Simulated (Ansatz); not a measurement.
Relaxed bulk InP:

```cif
data_structure
_symmetry_space_group_name_H-M 'F-43m'
_symmetry_Int_Tables_number 216
_cell_length_a 5.8782
_cell_length_b 5.8782
_cell_length_c 5.8782
_cell_angle_alpha 90.000
_cell_angle_beta 90.000
_cell_angle_gamma 90.000
_cell_volume 203.11
loop_
_atom_site_label
_atom_site_type_symbol
_atom_site_symmetry_multiplicity
_atom_site_Wyckoff_symbol
_atom_site_fract_x
_atom_site_fract_y
_atom_site_fract_z
_atom_site_occupancy
In1 In 4 a 0.00000 0.00000 0.00000 1
P1 P 4 c 0.25000 0.25000 0.25000 1
```

Miller indices refer to the conventional cell of F-43m (No. 216), a = 5.878 Å, b = 5.878 Å, c = 5.878 Å, α = 90.00°, β = 90.00°, γ = 90.00°. The bulk's gap is 0.57 eV.

The (110) slab of 6 planes, 10.4 Å thick with 15 Å of vacuum as cut; outer planes InP (top) and InP (bottom).

Method: DFT PBEsol, scalar-relativistic, plane waves, PAW in Ansatz. Plane waves to 420 eV, a k mesh through Γ of 8×6×1 on the computed 12-atom cell and Gaussian smearing (0.05 eV); no spin polarisation. A dipole correction removes the field between periodic images along c.

With the atoms at the bulk's places:

For the slab as cut, the surface energy (mean of both faces) is 1.09 J/m² and the gap of the slab on the mesh is 0.46 eV. The bulk valence band top under the vacuum level is 4.78 eV and the bulk conduction band bottom under the vacuum level is 4.21 eV.

Q: What changes when all atoms relax within this surface cell and its symmetry?

A: The energy falls by 0.402 J/m² a face, and the largest move is 0.56 Å.

| Quantity | Value |
| --- | --- |
| Surface energy (mean of both faces) | 0.69 J/m² |
| Gap of the slab on the mesh | 1.07 eV |
| Bulk valence band top under the vacuum level | 5.21 eV |
| Bulk conduction band bottom under the vacuum level | 4.64 eV |

| plane (bottom to top) | atoms | spacing to next, bulk (Å) | relaxed (Å) | change (%) | rumpling (Å) |
| --- | --- | --- | --- | --- | --- |
| 1 | InP | 2.078 | 1.931 | -7.1 | 0.700 |
| 2 | InP | 2.078 | 2.116 | +1.8 | 0.146 |
| 3 | InP | 2.078 | 2.073 | -0.2 | 0.111 |
| 4 | InP | 2.078 | 2.116 | +1.8 | 0.111 |
| 5 | InP | 2.078 | 1.931 | -7.1 | 0.146 |
| 6 | InP |  |  |  | 0.700 |

Gaps are read on the k points sampled, so a band crossing between them can be missed.